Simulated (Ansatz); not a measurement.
Crystal: HfO2.

```xyz
12
Lattice="5.2195 0.0000 0.0000 0.0000 5.0048 0.0000 0.0000 0.0000 5.0327" Properties=species:S:1:pos:R:3 pbc="T T T"
Hf    5.0472    3.6661    3.7314
Hf    2.7820    3.6661    1.2151
Hf    2.4375    1.3387    3.7314
Hf    0.1723    1.3387    1.2151
O     3.2994    4.6477    4.4251
O     4.5298    4.6477    1.9087
O     1.2211    2.7020    2.4776
O     1.3886    2.7020    4.9939
O     3.9984    2.3028    4.9939
O     3.8308    2.3028    2.4776
O     0.6896    0.3571    4.4251
O     1.9201    0.3571    1.9087
```

Measurements of this composition are mostly on another form, of space group No. 14.

Base run:

| Property | Result |
| --- | --- |
| Program | Ansatz 0.2.0 |
| Functional | r2SCAN |
| Potentials or basis | Ansatz PAW |
| Cutoff | 500 eV |
| Density cutoff | 2000 eV |
| k mesh | 4 × 5 × 4 |
| Occupations | fermi-dirac, width 0.05 eV |
| Spin | no spin polarisation |

Its results: band gap on the k mesh 5.06 eV, indirect (least direct gap 5.28 eV); pressure 4.0 GPa; largest force 0.066 eV/Å.

Problem. The run is repeated on the same cell with these changes: functional from r2SCAN to revPBE; cutoff from 500 eV to 420 eV; density cutoff from 2000 eV to 1680 eV. What comes out?

Solution. Band gap on the k mesh 4.60 eV, indirect (least direct gap 4.81 eV); pressure 13.5 GPa; largest force 0.132 eV/Å.

r2SCAN gives the wider gap, since meta-GGAs in the generalised Kohn-Sham scheme recover part of the derivative discontinuity.

Caveats: spin-orbit coupling is left out, which moves the levels of the heavy elements; the PAW data sets come from PBE, with cores solved anew for the run's functional, which leaves a small shift of forces and pressure; the potentials were made for another functional, which shifts forces and pressure (some runs).

Not every run made on this cell is shown here.
